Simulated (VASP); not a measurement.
CuO:

```xyz
2
Lattice="0.0000 2.1166 2.1166 2.1166 0.0000 2.1166 2.1166 2.1166 0.0000" Properties=species:S:1:pos:R:3 pbc="T T T"
Cu    1.9814    1.9843    0.1219
O     2.2518    2.2488    1.9946
```

The cell comes from a database or a generator and needn't be the stable form of this composition.

The cell isn't the ideal one: pressure_gpa = 0; atom 2 moved 0.45 Å.

- Program: VASP 6.6.1
- Task: relaxation of cell and atoms
- Functional: PBEsol
- Potentials or basis: VASP PAW PBE potentials, release 64 (Cu, O)
- Cutoff: 600 eV
- k mesh: 11 × 11 × 11
- Occupations: fermi-dirac, width 0.05 eV
- Spin: no spin polarisation

At the start: pressure 10.1 GPa; volume 9.48 Å³/atom.

Task: How do energy, volume and symmetry change on relaxing?

Result: Over 17 steps the energy falls by 200.0 meV/atom and the volume is 9.12 Å³/atom (-3.9 %); space group Fm-3m (No. 225, to 0.05 Å).

The path:
```
step  energy change (eV)  largest force (eV/Å)  pressure (GPa)  volume (Å³)
   1              0.0000                0.8605           10.14        18.96
   2             -0.0581                0.6038          -10.34        20.65
   3             -0.0668                0.6584           -5.48        20.15
   4             -0.1545                0.9072           -7.36        19.84
   5             -0.3408                0.2836           -7.61        18.98
   6             -0.3439                0.1466           -4.88        18.67
   7             -0.3479                0.0642           -6.27        18.80
   8             -0.3237                0.3917           15.03        17.13
   9             -0.3682                0.0904            1.05        18.09
  10             -0.3867                0.0544            0.75        18.16
  11             -0.3990                0.0494           -0.24        18.25
  12             -0.3999                0.0241           -0.24        18.24
  13             -0.3999                0.0292           -0.21        18.24
  14             -0.4000                0.0040            0.54        18.18
  15             -0.4000                0.0086            0.28        18.20
  16             -0.4000                0.0184           -0.21        18.25
  17             -0.4000                0.0090            0.07        18.23
```

Final structure:
```cif
data_structure
_symmetry_space_group_name_H-M 'P 1'
_symmetry_Int_Tables_number 1
_cell_length_a 2.9495
_cell_length_b 2.9525
_cell_length_c 2.9580
_cell_angle_alpha 59.970
_cell_angle_beta 60.062
_cell_angle_gamma 60.094
_cell_volume 18.23
loop_
_atom_site_label
_atom_site_type_symbol
_atom_site_fract_x
_atom_site_fract_y
_atom_site_fract_z
_atom_site_occupancy
Cu1 Cu 0.99996 0.99993 0.00028 1
O1 O 0.50004 0.50007 0.49972 1
```

Caveat: the PAW data sets were made with another functional, which shifts forces and pressure a little; an odd number of electrons without spin polarisation forces a metal; a magnetic or distorted state may lie lower; the run has no spin polarisation, though such a crystal can be magnetic.
